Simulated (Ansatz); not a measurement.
Crystal: NiO.

```xyz
2
Lattice="0.0000 2.0859 2.0859 2.0859 0.0000 2.0859 2.0859 2.0859 0.0000" Properties=species:S:1:pos:R:3 pbc="T T T"
Ni    0.0000    0.0000    0.0000
O     2.0859    2.0859    2.0859
```

Program: Ansatz 0.2.0. Alike in all runs: task projected density of states; potentials or basis Ansatz PAW; spin collinear, ferromagnetic start; cell as given; cutoff (eV) 420; smearing fermi-dirac 0.05 eV.

Task: Order these runs on this cell by their pressure, lowest first.
A. level PBEsol+U; U Ni d U = 1 eV; k mesh 11 × 11 × 11; hubbard projectors ortho-atomic (the default); double counting fll (the default); mesh quality not flagged
B. level PBEsol+U; U Ni d U = 8 eV; k mesh 11 × 11 × 11; hubbard projectors ortho-atomic (the default); double counting fll (the default); mesh quality not flagged
C. level LDA; k mesh 6 × 6 × 6; mesh quality coarse
D. level PBEsol+U; U Ni d U = 3 eV; k mesh 11 × 11 × 11; hubbard projectors ortho-atomic (the default); double counting fll (the default); mesh quality not flagged
E. level BLYP; k mesh 6 × 6 × 6; mesh quality coarse

Result: C (-20.5 GPa), A (-1.4 GPa), D (1.3 GPa), B (6.2 GPa), E (14.0 GPa).

Caveats: some runs use coarse meshes; the PAW data sets come from PBE, with cores solved anew for the run's functional, which leaves a small shift of forces and pressure; a cell with one magnetic atom can't hold antiferromagnetic order, which such compounds often take (some runs); the magnetic or orbital state may not be the lowest (some runs); semilocal functionals often make such compounds metallic where correlation or magnetic order opens a gap, which also shifts bond lengths (some runs); odd divisions of the mesh miss points on the zone boundary, where band edges often lie, so the gap on the mesh can be too wide (some runs); the starting moments weren't kept (some runs).

Runs at the PBE level aren't shown here.
